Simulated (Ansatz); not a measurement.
BN: deformation potentials from a series

```yaml
crystal:
  lattice:
    - [2.50399, 0.00000, 0.00000]
    - [-1.25200, 2.16852, 0.00000]
    - [0.00000, 0.00000, 6.66120]
  atoms:
    - { symbol: B, position: [0.33333, 0.66667, 0.25000] }
    - { symbol: B, position: [0.66667, 0.33333, 0.75000] }
    - { symbol: N, position: [0.33333, 0.66667, 0.75000] }
    - { symbol: N, position: [0.66667, 0.33333, 0.25000] }
```

Atom numbers follow the list: B1, B2, N3, N4.

The cell is COD entry 9008997, as deposited and not checked against the literature; nothing was relaxed.

These are results of DFT, PBE, all-electron LAPW, scalar-relativistic in Ansatz 0.2.0, not measurements.

Sampling and basis: a Γ-centred 11×11×4 k mesh, Fermi–Dirac smearing of 0.02 eV, basis error target 1 meV/atom, no spin polarisation.

The strain is applied along the Cartesian axes of the cell as listed (the other components stay zero). Fractional coordinates are held (clamped ions).

The valence-band top of this crystal doesn't lie at Γ but 1.33 eV above the top filled level there.

Only quantities that a quadratic follows smoothly over the whole series are listed; rougher ones are left out.

| εzz | direct gap at Γ (eV) |
| --- | --- |
| -0.0300 | 6.737 |
| -0.0200 | 6.670 |
| -0.0100 | 6.606 |
| 0.0000 | 6.546 |
| 0.0100 | 6.490 |
| 0.0300 | 6.385 |

Task: Fit the series and give the slopes at zero strain.

Result: Least-squares fits y = p0 + p1 x + p2 x² to the rows give direct gap at Γ (eV): p1 = -5.86, p2 = 16.

Task: One run, at εzz = 0.0200, is withheld. Predict its row.

Result: The fits give 6.436; the run gave 6.436.
